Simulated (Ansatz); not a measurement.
**C3H6O (triplet): how energies converge with the basis set**

An exercise on one series of results from a longer session: the logs are not shown, and one member is left open.

Computed with Ansatz 0.2.0, Gaussian basis. Level: one geometry, several basis sets.

The runs, in order: PBE0-D4/def2-SVP; ωB97M-V/def2-SVP; PBE0-D4/def2-QZVPP; ωB97M-V/def2-QZVPP; the functionals' def2-TZVPP values are taken from earlier runs.

## The relaxed structure

The geometry comes from an earlier relaxation with PBE0-D4 in a triple-zeta def2 set; it is a stationary point, not always the lowest conformer.

SMILES `C[C](C)[O]`, 10 atoms, charge 0, spin multiplicity 3.

Atoms are counted from 1 here; the program's logs count them from 0.

Bond lengths: C1–C2 1.504 Å, C1–H5 1.091 Å, C1–H6 1.100 Å, C1–H7 1.091 Å, C2–C3 1.504 Å, C2–O4 1.316 Å, C3–H8 1.091 Å, C3–H9 1.091 Å, C3–H10 1.100 Å. Angles: C2–C1–H5 111.1°, C2–C1–H6 111.5°, C2–C1–H7 108.7°, H5–C1–H6 108.2°, H5–C1–H7 108.7°, H6–C1–H7 108.7°, C1–C2–C3 118.8°, C1–C2–O4 113.3°, C3–C2–O4 113.3°, C2–C3–H8 108.7°, C2–C3–H9 111.1°, C2–C3–H10 111.5°, H8–C3–H9 108.7°, H8–C3–H10 108.7°, H9–C3–H10 108.2°.

Set-up of the first run:

File in.yaml:

```yaml
crystal:
  periodic: [false, false, false]
  atoms:
    - {symbol: C, position_ang: [-0.988950, 0.733272, -0.430296]}
    - {symbol: C, position_ang: [0.049790, -0.350349, -0.526733]}
    - {symbol: C, position_ang: [1.082804, -0.462421, 0.560852]}
    - {symbol: O, position_ang: [-0.442688, -1.512785, -0.899650]}
    - {symbol: H, position_ang: [-1.590612, 0.781291, -1.338946]}
    - {symbol: H, position_ang: [-1.665797, 0.568895, 0.421008]}
    - {symbol: H, position_ang: [-0.483895, 1.690927, -0.295069]}
    - {symbol: H, position_ang: [1.566333, 0.507720, 0.685339]}
    - {symbol: H, position_ang: [1.843398, -1.201052, 0.304205]}
    - {symbol: H, position_ang: [0.629608, -0.755499, 1.519279]}
basis:
  gaussian: {orbitals: def2-SVP}
magnetization: {spin_polarized: true, initial_magnetization: 2}
hamiltonian: {xc: pbe0, dispersion: d4}
output: {orbitals: {seedname: orbitals}}
```

On the command line:

```sh
$ ansatz run in.yaml --threads 4 --pin off --events-out ev --progress --plain --max-ram 10444MiB
```

Among the steps run: PBE0-D4 in def2-SVP; ωB97M-V in def2-SVP; PBE0-D4 in def2-QZVPP; ωB97M-V in def2-QZVPP.

One of the session's tables, all rows but one given; the rest of the session is left out.

It belongs to the step «Density functionals: the series». 

| functional | basis | HOMO (eV) | LUMO (eV) |
| --- | --- | --- | --- |
| PBE0-D4 | def2-SVP | ? | ? |
| PBE0-D4 | def2-TZVPP | -4.85 | -3.94 |
| PBE0-D4 | def2-QZVPP | -4.89 | -3.99 |
| ωB97M-V | def2-SVP | -6.76 | -1.50 |
| ωB97M-V | def2-TZVPP | -6.92 | -1.76 |
| ωB97M-V | def2-QZVPP | -6.96 | -1.83 |

Estimate the missing values for PBE0-D4, def2-SVP.

The run gave: HOMO (eV): -4.71; LUMO (eV): -3.76. In the column «HOMO (eV)» it is the highest.
